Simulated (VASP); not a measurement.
A run of VASP 6.6.1 is set up as follows.

Contents of INCAR:

```
PREC     = Accurate       # precision mode
ENCUT    = 520            # plane-wave cutoff, eV
EDIFF    = 1E-6           # SCF threshold, eV
ISMEAR   = -1             # smearing method
SIGMA    = 0.05           # smearing width, eV
LREAL    = False          # projectors in reciprocal space
LASPH    = True           # aspherical terms in the spheres
NELM     = 60             # most SCF steps
ALGO     = Normal         # electronic algorithm
ISIF     = 2              # what is computed and relaxed
LWAVE    = False          # write WAVECAR
LCHARG   = False          # write CHGCAR
GGA      = PS             # functional
NBANDS   = 16             # bands
```

KPOINTS

```
Automatic mesh
0
Gamma
  6 6 6
```

POSCAR

```
AgCl
1.0
    0.0000000000      2.7350000000      2.7350000000
    2.7350000000      0.0000000000      2.7350000000
    2.7350000000      2.7350000000      0.0000000000
Ag Cl
1 1
Direct
    0.0000000000      0.0000000000      0.0000000000
    0.5000000000      0.5000000000      0.5000000000
```

Potentials or basis: VASP PAW PBE potentials, release 64 (Ag, Cl).

Launch:

```bash
$ cat potpaw_PBE.64/Ag/POTCAR potpaw_PBE.64/Cl/POTCAR > POTCAR
$ mpirun -np 1 vasp_std > vasp.out
```

**Question.** What does it give for the pressure?

**Answer.** -0.8 GPa.

**Question.** What does it give for the band gap on the k mesh?

**Answer.** 0.72 eV, indirect (least direct gap 3.23 eV).

Caveat: the PAW data sets were made with another functional, which shifts forces and pressure a little.

**What was measured.**

A printed reference work, data compilation reports, for a bulk crystal of AgCl: band gap 3.249 eV (indirect).

Measured gap of AgCl: 3.249 eV (indirect; a printed reference work, data compilation). This calculation gives 0.72 eV (-2.53 eV). So large a miss can be the level of theory's own, or it may mean another phase, state or a wrong row. Spin-orbit coupling on Ag is left out. The value is that of PBEsol on a finite k mesh, which can miss the band edges, without temperature or zero-point motion. Semilocal functionals fall short of measured gaps as a rule.
